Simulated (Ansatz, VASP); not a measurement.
## One calculation of HgTe, two programs

The input INCAR:

```
SYSTEM = HgTe
ALGO = Normal ; EDIFF = 1E-6
ENCUT = 520 ; GGA = PS
ISIF = 2 ; ISMEAR = -1
LASPH = .TRUE. ; LCHARG = .FALSE.
LREAL = .FALSE. ; LWAVE = .FALSE.
NBANDS = 16 ; NELM = 80
PREC = Accurate ; SIGMA = 0.05
```

KPOINTS

```
k-points
0
G
  9 9 9
  0 0 0
```

POSCAR

```
HgTe
1.0
    0.0000000000      3.2448483043      3.2448483043
    3.2448483043      0.0000000000      3.2448483043
    3.2448483043      3.2448483043      0.0000000000
Hg Te
1 1
Direct
    0.0000000000      0.0000000000      0.0000000000
    0.7500000000      0.7500000000      0.7500000000
```

Input for Ansatz:

```yaml
crystal:
  lattice:
    - [0.0, 3.2448483043, 3.2448483043]
    - [3.2448483043, 0.0, 3.2448483043]
    - [3.2448483043, 3.2448483043, 0.0]
  atoms:
    - { symbol: Hg, position: [0.0, 0.0, 0.0] }
    - { symbol: Te, position: [0.75, 0.75, 0.75] }
kpoints:
  mp_grid: { grid: [9, 9, 9] }
  band_path:
    path:
      - [0.0, 0.0, 0.0]
      - [-0.5, -0.5, 0.0]
      - [-0.375, -0.375, 0.25]
      - [-0.375, 0.0, 0.375]
      - [0.0, 0.0, 0.0]
      - [0.0, 0.0, 0.5]
      - [-0.5, -0.25, 0.25]
      - [-0.5, -0.5, 0.0]
    npoints: 5
scf:
  occupations: { method: fermi_dirac, width: 0.05 }
hamiltonian:
  xc: pbesol
  pseudopotentials: { kind: all_electron, lapw: { basis_error: 0.0005 } }
output:
  forces: true
  stress: true
  eigenvalues: true
```

Change from the starting cell: volume scaled by 1.02.

Alike in both runs: task single point; functional PBEsol; k mesh 9 × 9 × 9; occupations fermi-dirac, width 0.05 eV; no spin polarisation.

```csv
,VASP,Ansatz
version,VASP 6.6.1,Ansatz 0.2.0
potentials or method,"VASP PAW PBE potentials, release 64 (Hg, Te)","all-electron LAPW, scalar-relativistic"
plane-wave cutoff (eV),520,see its input
```

|  | VASP | Ansatz | Ansatz less VASP |
| --- | --- | --- | --- |
| pressure (GPa) | 0.5 | 0.4 | -0.10 |

Ansatz ran all-electron here, so the differences hold the error of VASP's frozen core and of both bases.

Caveats: the PAW data sets were made with another functional, which shifts forces and pressure a little (VASP). The runs have no spin-orbit coupling, so splittings on Hg, Te are missing.
